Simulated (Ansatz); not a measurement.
# MgSi32: the cost of one run

Method: DFT PBE, scalar-relativistic, plane waves, PAW, in Ansatz 0.2.0.

1 further run of the same task is left out (set aside as unsound or not needed).

## (1) Starting point

The structure is hexagonal, space group P6_3/mmc (No. 194). Conventional cell: a = 3.851 Å, b = 3.851 Å, c = 6.365 Å, α = 90.00°, β = 90.00°, γ = 120.00°. Si (site symmetry 3m) has 4 Si at 2.36 to 2.38 Å as nearest neighbours.

Coordinates:

```
Si
1.0
     3.85128    0.00000    0.00000
    -1.92564    3.33531    0.00000
     0.00000    0.00000    6.36502
Si
4
Direct
  0.33333 0.66667 0.06293
  0.66667 0.33333 0.56293
  0.33333 0.66667 0.43707
  0.66667 0.33333 0.93707
```

It goes back to an entry of the Materials Project, which need not be the stable form.

This cell was relaxed beforehand with the same method: volume 20.44 Å³/atom, gap on the mesh 0.45 eV.

## (2) The defect cell, relaxed

The supercell's rows are -1 -2 1; 1 2 1; -2 0 -1 in vectors of the relaxed cell. Atom 33 is the Mg that will move.

Input file input.yaml:

```yaml
crystal:
  lattice:
    - [1.0e-10, -6.6706137337, 6.3650227274]
    - [-1.0e-10, 6.6706137337, 6.3650227274]
    - [-7.7025612697, -1.0e-10, -6.3650227274]
  atoms:
    - { symbol: Si, position: [0.4897988035, 0.3231321368, 0.75] }
    - { symbol: Si, position: [0.7397988035, 0.5731321368, 0.25] }
    - { symbol: Si, position: [0.1147988035, 0.4481321368, 0.5] }
    - { symbol: Si, position: [0.6147988035, 0.9481321368, 0.5] }
    - { symbol: Si, position: [0.9897988035, 0.8231321368, 0.75] }
    - { symbol: Si, position: [0.8647988035, 0.1981321368, 0.0] }
    - { symbol: Si, position: [0.3647988035, 0.6981321368, 0.0] }
    - { symbol: Si, position: [0.2397988035, 0.0731321368, 0.25] }
    - { symbol: Si, position: [0.6981321368, 0.3647988035, 0.5] }
    - { symbol: Si, position: [0.9481321368, 0.6147988035, 0.0] }
    - { symbol: Si, position: [0.3231321368, 0.4897988035, 0.25] }
    - { symbol: Si, position: [0.8231321368, 0.9897988035, 0.25] }
    - { symbol: Si, position: [0.1981321368, 0.8647988035, 0.5] }
    - { symbol: Si, position: [0.0731321368, 0.2397988035, 0.75] }
    - { symbol: Si, position: [0.5731321368, 0.7397988035, 0.75] }
    - { symbol: Si, position: [0.4481321368, 0.1147988035, 0.0] }
    - { symbol: Si, position: [0.6768678632, 0.5102011965, 0.75] }
    - { symbol: Si, position: [0.9268678632, 0.7602011965, 0.25] }
    - { symbol: Si, position: [0.3018678632, 0.6352011965, 0.5] }
    - { symbol: Si, position: [0.8018678632, 0.1352011965, 0.5] }
    - { symbol: Si, position: [0.1768678632, 0.0102011965, 0.75] }
    - { symbol: Si, position: [0.0518678632, 0.3852011965, 0.0] }
    - { symbol: Si, position: [0.5518678632, 0.8852011965, 0.0] }
    - { symbol: Si, position: [0.4268678632, 0.2602011965, 0.25] }
    - { symbol: Si, position: [0.8852011965, 0.5518678632, 0.5] }
    - { symbol: Si, position: [0.1352011965, 0.8018678632, 0.0] }
    - { symbol: Si, position: [0.5102011965, 0.6768678632, 0.25] }
    - { symbol: Si, position: [0.0102011965, 0.1768678632, 0.25] }
    - { symbol: Si, position: [0.3852011965, 0.0518678632, 0.5] }
    - { symbol: Si, position: [0.2602011965, 0.4268678632, 0.75] }
    - { symbol: Si, position: [0.7602011965, 0.9268678632, 0.75] }
    - { symbol: Si, position: [0.6352011965, 0.3018678632, 0.0] }
    - { symbol: Mg, position: [0.1141057181, 0.1304493, -0.0024673349] }
total_charge: 2
basis:
  ecutwfc: 420
  xc_grid: 2
kpoints:
  mp_grid: { grid: [2, 2, 2], shift: [0.5, 0.5, 0.5] }
hamiltonian:
  xc: pbe
scf:
  occupations: { method: gaussian, width: 0.02 }
output:
  forces: true
  stress: false
  eigenvalues: true
relax:
  adjacent_minimum: "off"
  f_tol: 0.02
  max_steps: 60
```

Command:

```bash
ansatz run input.yaml --threads 4 --pin off --max-ram 8192MiB --backend cpu --events-out ev --progress --plain --runs-dir out
```

**Question.** How long does this run take on 4 threads of Arm Neoverse V1, shared host, and how much memory does it need?

About 50 s, with a peak of 1.5 GiB.
